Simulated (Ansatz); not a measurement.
# FeO (P1) in Ansatz: convergence with k mesh

Aim: find how far k mesh must go before the results for FeO settle, at PBEsol. This setting moves, with any that are tied to it; all else stays.

Everything below comes from runs of Ansatz 0.2.0. Logs are shortened: lines on timing, memory, paths and dates and some standing lists are left out, and cuts for length are marked.

### Step 1. The cell of the first run

The typed cell holds 4 atoms: a = 3.046 Å, b = 3.046 Å, c = 5.464 Å, α = 90.00°, β = 90.00°, γ = 90.00°.

The cell comes from a database or a generator and needn't be the stable form of this composition.

The cell isn't the ideal one: atoms moved at random, drawn with an rms of 0.05 Å.

### Step 2. With k mesh 3 × 3 × 2

Input file input.yaml:

```yaml
crystal:
  lattice:
    - [3.0458920022, 0.0, 0.0]
    - [0.0, 3.0458920022, 0.0]
    - [0.0, 0.0, 5.464211507]
  atoms:
    - { symbol: Fe, position: [0.494549, 0.005817, 0.498794], spin: 3.0 }
    - { symbol: Fe, position: [-0.003602, 0.489205, 0.004116], spin: 3.0 }
    - { symbol: O, position: [0.483159, 0.500777, 0.256831] }
    - { symbol: O, position: [0.510089, 0.511077, 0.744973] }
hamiltonian:
  xc: pbesol
  pseudopotentials: { kind: paw }
magnetization:
  spin_polarized: true
kpoints:
  mp_grid: { grid: [3, 3, 2] }
scf:
  occupations: { method: fermi_dirac, width: 0.05 }
output:
  forces: true
  stress: true
  eigenvalues: true
```

Potentials or basis: Ansatz PAW.

Launch:

```sh
ansatz run input.yaml --threads 2 --pin off --max-ram 5632MiB --backend cpu --events-out ev --progress --plain --runs-dir out
```

It took 15 s on 2 threads of Arm Neoverse N1, shared host; peak memory 0.3 GiB.

What came out:

```yaml
Free_energy: -10017.2205 eV
Pressure: -16.4 GPa
Largest_force: 0.422 eV/Å
Band_gap_on_the_k_mesh: none (metal or under the smearing width)
Net_moment: 0.02 μB per cell
Absolute_moment: 6.95 μB per cell
Site_moments: Fe +3.08, -3.10; O +0.00, +0.01 μB
```

### Step 3. With k mesh 4 × 4 × 3

input.yaml: that of step 2 with these lines changed.

```diff
@@ -16,3 +16,3 @@
 kpoints:
-  mp_grid: { grid: [3, 3, 2] }
+  mp_grid: { grid: [4, 4, 3] }
 scf:
```

Potentials or basis: Ansatz PAW.

Launch:

```sh
ansatz run input.yaml --threads 2 --pin off --max-ram 5632MiB --backend cpu --events-out ev --progress --plain --runs-dir out
```

It took 22 s on 2 threads of Arm Neoverse N1, shared host; peak memory 0.35 GiB.

What came out:

- Free energy: -10017.5563 eV
- Pressure: -18.2 GPa
- Largest force: 0.413 eV/Å
- Band gap on the k mesh: none (metal or under the smearing width)
- Net moment: 0.00 μB per cell
- Absolute moment: 7.01 μB per cell
- Site moments: Fe +3.11, -3.13; O +0.00 μB

### Step 4. With k mesh 5 × 5 × 3

input.yaml: that of step 3 with these lines changed.

```diff
@@ -16,3 +16,3 @@
 kpoints:
-  mp_grid: { grid: [4, 4, 3] }
+  mp_grid: { grid: [5, 5, 3] }
 scf:
```

Launch:

```sh
ansatz run input.yaml --threads 2 --pin off --max-ram 5632MiB --backend cpu --events-out ev --progress --plain --runs-dir out
```

Wall time 30 s (2 threads of Arm Neoverse N1, shared host); peak memory 0.39 GiB.

Results:

* Free energy: -10017.5380 eV
* Pressure: -18.8 GPa
* Largest force: 0.424 eV/Å
* Band gap on the k mesh: none (metal or under the smearing width)
* Net moment: 0.02 μB per cell
* Absolute moment: 6.95 μB per cell
* Site moments: Fe +3.09, -3.11; O +0.01 μB

### Step 5. With k mesh 6 × 6 × 4

input.yaml: that of step 4 with these lines changed.

```diff
@@ -16,3 +16,3 @@
 kpoints:
-  mp_grid: { grid: [5, 5, 3] }
+  mp_grid: { grid: [6, 6, 4] }
 scf:
```

Launch:

```sh
ansatz run input.yaml --threads 2 --pin off --max-ram 5632MiB --backend cpu --events-out ev --progress --plain --runs-dir out
```

It took 60 s on 2 threads of Arm Neoverse N1, shared host; peak memory 0.49 GiB.

Results:

```
Free energy            : -10017.4733 eV
Pressure               : -18.2 GPa
Largest force          : 0.409 eV/Å
Band gap on the k mesh : none (metal or under the smearing width)
Net moment             : 0.01 μB per cell
Absolute moment        : 6.96 μB per cell
Site moments           : Fe +3.09, -3.12; O +0.00, +0.01 μB
```

### Step 6. With k mesh 8 × 8 × 5

input.yaml: that of step 5 with these lines changed.

```diff
@@ -16,3 +16,3 @@
 kpoints:
-  mp_grid: { grid: [6, 6, 4] }
+  mp_grid: { grid: [8, 8, 5] }
 scf:
```

Potentials or basis: Ansatz PAW.

Launch:

```sh
ansatz run input.yaml --threads 2 --pin off --max-ram 5632MiB --backend cpu --events-out ev --progress --plain --runs-dir out
```

It took 2 min on 2 threads of Arm Neoverse N1, shared host; peak memory 0.74 GiB.

The run converged. Its results:

```
Free energy            : -10017.5216 eV
Pressure               : -18.6 GPa
Largest force          : 0.424 eV/Å
Band gap on the k mesh : none (metal or under the smearing width)
Net moment             : 0.02 μB per cell
Absolute moment        : 6.96 μB per cell
Site moments           : Fe +3.10, -3.11; O +0.00, +0.01 μB
```

### Step 7. With k mesh 10 × 10 × 6

input.yaml: that of step 6 with these lines changed.

```diff
@@ -16,3 +16,3 @@
 kpoints:
-  mp_grid: { grid: [8, 8, 5] }
+  mp_grid: { grid: [10, 10, 6] }
 scf:
```

Launch:

```sh
ansatz run input.yaml --threads 2 --pin off --max-ram 5632MiB --backend cpu --events-out ev --progress --plain --runs-dir out
```

Wall time 3.8 min (2 threads of Arm Neoverse N1, shared host); peak memory 1.1 GiB.

It converged, with:

```
Free energy            : -10017.5188 eV
Pressure               : -18.3 GPa
Largest force          : 0.436 eV/Å
Band gap on the k mesh : none (metal or under the smearing width)
Net moment             : 0.02 μB per cell
Absolute moment        : 6.99 μB per cell
Site moments           : Fe +3.11, -3.12; O +0.00, +0.01 μB
```

### Step 8. With k mesh 12 × 12 × 7

input.yaml: that of step 7 with these lines changed.

```diff
@@ -16,3 +16,3 @@
 kpoints:
-  mp_grid: { grid: [10, 10, 6] }
+  mp_grid: { grid: [12, 12, 7] }
 scf:
```

Launch:

```sh
ansatz run input.yaml --threads 2 --pin off --max-ram 5632MiB --backend cpu --events-out ev --progress --plain --runs-dir out
```

It took 6.6 min on 2 threads of Arm Neoverse N1, shared host; peak memory 1.7 GiB.

Results (log left out):

```
Free energy            : -10017.5078 eV
Pressure               : -18.4 GPa
Largest force          : 0.425 eV/Å
Band gap on the k mesh : none (metal or under the smearing width)
Net moment             : 0.02 μB per cell
Absolute moment        : 6.97 μB per cell
Site moments           : Fe +3.10, -3.12; O +0.00, +0.01 μB
```

### Step 9. With k mesh 14 × 14 × 8

input.yaml: that of step 8 with these lines changed.

```diff
@@ -16,3 +16,3 @@
 kpoints:
-  mp_grid: { grid: [12, 12, 7] }
+  mp_grid: { grid: [14, 14, 8] }
 scf:
```

Potentials or basis: Ansatz PAW.

Launch:

```sh
ansatz run input.yaml --threads 2 --pin off --max-ram 5632MiB --backend cpu --events-out ev --progress --plain --runs-dir out
```

Standard output:

```text
Warning: RAYON_NUM_THREADS=2 ignored (pool sized by the plan → 2); use --threads N
Engine: ansatz 0.2.0, aarch64-unknown-linux-gnu
Pseudopotentials: kind: paw
Pseudopotential: Fe, paw, valence charge 16, recommended cutoff 420 eV (normal), Fe.paw.azcp
Pseudopotential: O, paw, valence charge 6, recommended cutoff 420 eV (normal), O.paw.azcp
Functional definition: PBEsol
  exchange = pbesol_x
  correlation = pbesol_c
Crystal: 4 atoms, lattice volume = 50.694 Å³
Basis set: ecut = 420 eV, 987 PW (Γ), exchange–correlation on 48×48×80 points (8 copies of the dense FFT grid, shifted against one another)
Bands: 30, of which v1, the nominal top of the filled ones, is band 22 counted from 1 (21 counted from 0)
Symmetry: 1 space group operations
Space group: P1 (ITA 1), of the structure as read, at distance tolerance 3.7e-5 Å
Magnetic group: BNS 1.1 (UNI 1), of the structure as read, at distance tolerance 3.7e-5 Å
k-points: 788 of 1568 (time reversal used)
Non-local potential: Fe, projectors of the file, l = 0: 3, l = 1: 2, l = 2: 3, l = 3: 1
Non-local potential: O, projectors of the file, l = 0: 2, l = 1: 2, l = 2: 1
PAW form: soft (Blöchl's): semilocal exchange-correlation on the pseudo side does not see the compensation charge
PAW frozen core: Fe, regenerated for the run's functional, and the local potential with it (the file was generated under x = pbe(κ = 0.804, μ = 0.2195149727645171), c = pbe(β = 0.06672455060314922))
PAW frozen core: O, regenerated for the run's functional, and the local potential with it (the file was generated under x = pbe(κ = 0.804, μ = 0.2195149727645171), c = pbe(β = 0.06672455060314922))
PAW one-centre angular grid: Fe, 590 points (default); XC on 64 Gauss nodes
PAW one-centre angular grid: O, 110 points (default); XC on 64 Gauss nodes
Initial density: superposition of atomic densities (chi_scale 0.1, normalization cell, long waves kept (reshape's long-wave potential 0.03 eV rms))
Starting moments: Σ|m| = 6 μB on 2 of 4 sites
Initial wavefunctions: pseudopotential atomic-orbital guess
[... 41 lines left out ...]
Free energy (F): -10017.514709 eV
Harris-Foulkes:  -10017.514709 eV  (|F-HF|=1.86e-9)
Internal energy: -10017.481541 eV  (E = F + TS)
E sigma→0 (E₀):  -10017.498125 eV
Entropy (-TS):   -0.033169 eV (-8.292 meV/atom)
Fermi energy:    10.302188 eV
--- Per-component energies (eV) ---
  E_band       = -712.083347
  E_kinetic    = 1023.223308
  E_local      = -6108.266398  (includes V_loc(G=0)·N_el)
  E_nonlocal   = 554.251024
  E_hartree    = 2484.224855
  E_xc         = -369.744240
  E_vxc        = -476.321376  (∫ρ·V_xc dr)
  E_paw        = -2979.910233  (= ΣΔE_a)
  E_vpaw       = -673.425489  (= ΣTr[D̂ρ^β])
  E_aug_tail   = 0.006022  (compensation charges beyond the density's cutoff)
  E_ewald      = -4621.694857
  E_core_change = 0.428979  (= ΣΔE_core)
  E_smearing   = -0.033169  (= −TS)
  E_closure    = 0.000000  (closes the sum)
  Σ components = -10017.514709   (vs F -10017.514709, Δ=0.00e0)
--- Forces (eV/Å), atoms counted from 1 ---
  atom   1  Fe     0.03031305     0.01293928     0.17838874
  atom   2  Fe    -0.01812968     0.23377143    -0.17995785
  atom   3  O      0.04203229    -0.08559213    -0.38935579
  atom   4  O     -0.05421563    -0.16111790     0.39092516
  max |Σ_I F_I| component: 6.83e-7 eV/Å
--- Stress (GPa, compression-positive) ---
      -17.616112      -0.001483      -0.515682
       -0.001483     -16.653249       0.139977
       -0.515682       0.139977     -21.143153
  P = ⅓ Tr σ = -18.4708 GPa (-184.708 kbar)
--- Band table (eV; the first three rows and the last of 1576) ---
  k-point 0 ↑: bands = ["-79.2788", "-75.3723", "-45.6597", "-45.5843", "-45.0551", "-41.6416", "-41.6086", "-41.5862", "-9.4195", "-8.3840", "2.2765", "4.2905", "5.2680", "6.2990", "6.4884", "6.5492", "6.7359", "7.0865", "7.1891", "7.7370", "8.2792", "9.6275", "10.3165", "10.8924", "11.4870", "11.5577", "12.4500", "14.8669", "16.8735", "22.7324"]
  k-point 1 ↑: bands = ["-79.2788", "-75.3723", "-45.6597", "-45.5843", "-45.0551", "-41.6416", "-41.6086", "-41.5862", "-9.3875", "-8.4275", "2.3994", "4.2896", "5.2919", "6.3059", "6.4246", "6.4720", "6.4997", "7.0832", "7.1894", "7.8357", "8.3311", "9.6775", "10.3124", "10.8922", "11.4395", "11.6943", "12.4112", "14.6723", "17.2259", "22.7494"]
  k-point 2 ↑: bands = ["-79.2788", "-75.3723", "-45.6597", "-45.5843", "-45.0551", "-41.6416", "-41.6086", "-41.5862", "-9.2962", "-8.5463", "2.7519", "4.2873", "5.3601", "5.7780", "6.2364", "6.3526", "6.4728", "7.1341", "7.1898", "8.0392", "8.3469", "9.8116", "10.2992", "10.8918", "11.2989", "12.0519", "12.3284", "14.2805", "18.0649", "22.7527"]
  k-point 787 ↓: bands = ["-79.1905", "-75.4450", "-45.5870", "-45.4938", "-45.0171", "-41.7636", "-41.6916", "-41.6624", "-8.4542", "-8.2366", "4.2131", "4.2765", "4.4531", "4.6389", "4.6736", "5.1484", "6.7195", "7.3647", "7.6924", "8.6039", "9.2306", "9.5004", "10.5116", "10.7677", "11.4339", "12.1381", "13.6496", "13.8639", "19.6640", "19.8661"]
```

Wall time 9.6 min (2 threads of Arm Neoverse N1, shared host); peak memory 2.5 GiB.

Results:

- Free energy: -10017.5147 eV
- Pressure: -18.5 GPa
- Largest force: 0.426 eV/Å
- Band gap on the k mesh: none (metal or under the smearing width)
- Net moment: 0.02 μB per cell
- Absolute moment: 6.97 μB per cell
- Site moments: Fe +3.10, -3.12; O +0.00, +0.01 μB

### Step 10. The series at a glance

```
     k mesh  energy less the tightest run, at zero smearing (meV/atom)  pressure (GPa)  largest force (eV/Å)  absolute moment (μB)  SCF cycles  CPU time (s)  peak memory (GiB)
  3 × 3 × 2                                                      74.69          -16.40                 0.422                  6.95          39            29                0.3
  4 × 4 × 3                                                     -10.98          -18.20                 0.413                  7.01          28            44               0.35
  5 × 5 × 3                                                      -5.47          -18.83                 0.424                  6.95          27            58               0.39
  6 × 6 × 4                                                      11.98          -18.23                 0.409                  6.96          28           120               0.49
  8 × 8 × 5                                                      -1.65          -18.62                 0.424                  6.96          27           240               0.74
10 × 10 × 6                                                      -1.66          -18.28                 0.436                  6.99          27           440                1.1
12 × 12 × 7                                                       2.32          -18.36                 0.425                  6.97          28           770                1.7
14 × 14 × 8                                                       0.00          -18.47                 0.426                  6.97          27          1100                2.5
```

Against the tightest run, the largest force stays within 0.005 eV/Å from 12 × 12 × 7 on; the absolute moment stays within 0.02 μB from 5 × 5 × 3 on. Not settled before the last step: the energy (to 1 meV/atom), the pressure (to 0.1 GPa). Meshes of other sizes hit other points, so gaps and Fermi surfaces needn't settle smoothly. The tightest run that finished is the yardstick and may itself not be fully converged.

Caveats: semilocal functionals often make such compounds metallic where correlation or magnetic order opens a gap, which also shifts bond lengths; the PAW data sets come from PBE, with cores solved anew for the run's functional, which leaves a small shift of forces and pressure; the starting moments weren't kept.
